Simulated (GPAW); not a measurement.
**ZnS: band structure with vdW-DF**

**Measured values to compare with.**

From “Electronic, vibrational, and thermodynamic properties of ZnS (zincblende and rocksalt structure)”, 2009, arxiv:0911.5022, for a bulk crystal of ZnS at 19 K: band gap 3.85 eV (direct).

Crystal: ZnS.

```
Zn S
1.0
     0.00000    2.70200    2.70200
     2.70200    0.00000    2.70200
     2.70200    2.70200    0.00000
Zn S
1 1
Direct
  0.75000 0.75000 0.75000
  0.00000 0.00000 0.00000
```

```yaml
Program: GPAW 26.7.0
Task: band structure
Functional: vdW-DF
Potentials_or_basis: GPAW PAW data sets (gpaw-data 1.2.1)
Cutoff: 600 eV
Basis: pw
k_mesh: 7 × 7 × 7
Occupations: fermi-dirac, width 0.05 eV
Spin: no spin polarisation
Maxiter: 150
Band_path: GXWKGLUWLK,UX
Band_points: 60
```

```yaml
Band_gap_on_the_k_mesh: 2.31 eV, direct
Band_gap_along_the_path: 2.31 eV, direct
```

Levels at the corners of the path, in eV from the valence-band top:
```
point  band 7  band 8  band 9  band 10  band 11  band 12
    Γ    0.00    0.00    0.00     2.31     6.55     6.55
    X   -4.50   -2.15   -2.15     3.62     4.22    11.12
    W   -4.47   -2.66   -2.65     5.86     6.12     8.03
    K   -4.51   -3.03   -1.75     4.31     6.08     9.52
    Γ    0.00    0.00    0.00     2.31     6.55     6.55
    L   -5.15   -0.84   -0.84     3.49     7.05     7.05
    U   -4.51   -3.03   -1.75     4.31     6.08     9.52
    W   -4.47   -2.66   -2.65     5.86     6.12     8.03
    L   -5.15   -0.84   -0.84     3.49     7.05     7.05
    K   -4.51   -3.03   -1.75     4.31     6.08     9.52
    U   -4.51   -3.03   -1.75     4.31     6.08     9.52
    X   -4.50   -2.15   -2.15     3.62     4.22    11.12
```

Run time: 30 s on 1 thread of Intel(R) Xeon(R) Platinum 8488C (Sapphire Rapids) (shared host), peak memory 0.24 GiB.

A measured gap of ZnS is 3.85 eV (direct; 19 K; quoted in “Electronic, vibrational, and thermodynamic properties of ZnS (zincblende and rocksalt structure)”, 2009, arxiv:0911.5022); the calculated 2.31 eV misses it by -1.54 eV. The value is that of vdW-DF, without temperature or zero-point motion.
